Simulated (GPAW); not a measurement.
A run of GPAW 26.7.0:

Contents of run.py:

```python
from ase import Atoms
from ase.dft.bandgap import bandgap
from ase.io import write
from ase.units import GPa
from gpaw import GPAW, PW

atoms = Atoms(['Rh'],
              cell=[[0.0, 1.89785, 1.89785],
                    [1.89785, 0.0, 1.89785],
                    [1.89785, 1.89785, 0.0]],
              scaled_positions=[[0.0, 0.0, 0.0]],
              pbc=True)

calc = GPAW(mode=PW(500),
            xc='PBE',
            kpts={'size': (10, 10, 10), 'gamma': True},
            occupations={'name': 'fermi-dirac', 'width': 0.05},
            nbands=16,
            maxiter=120,
            txt='gpaw.txt')
atoms.calc = calc
energy = atoms.get_potential_energy()
forces = atoms.get_forces()
stress = atoms.get_stress()
calc.write('gs.gpw')
write('result.traj', atoms)
print(f'Energy: {energy:.6f} eV')
print('Forces (eV/A):')
print(forces.round(4))
print('Stress (GPa):', (stress / GPa).round(3))
print('Fermi level:', round(calc.get_fermi_level(), 4), 'eV')
print(f'Gap: {bandgap(calc)[0]:.4f} eV, direct: {bandgap(calc, direct=True)[0]:.4f} eV')
```

Potentials or basis: GPAW PAW data sets (gpaw-data 1.2.1), pw.

Command:

```bash
$ OMP_NUM_THREADS=1 python run.py
```

Hardware: 1 thread of Intel(R) Xeon(R) 6975P-C (Granite Rapids), on a shared host.

**Question.** Estimate the wall time of this run.

**Answer.** It took 3.7 s on 1 thread of Intel(R) Xeon(R) 6975P-C (Granite Rapids) (shared host), peak memory 0.12 GiB. Counts: scf iterations 8, plane waves 360, bands 16, k points 47.
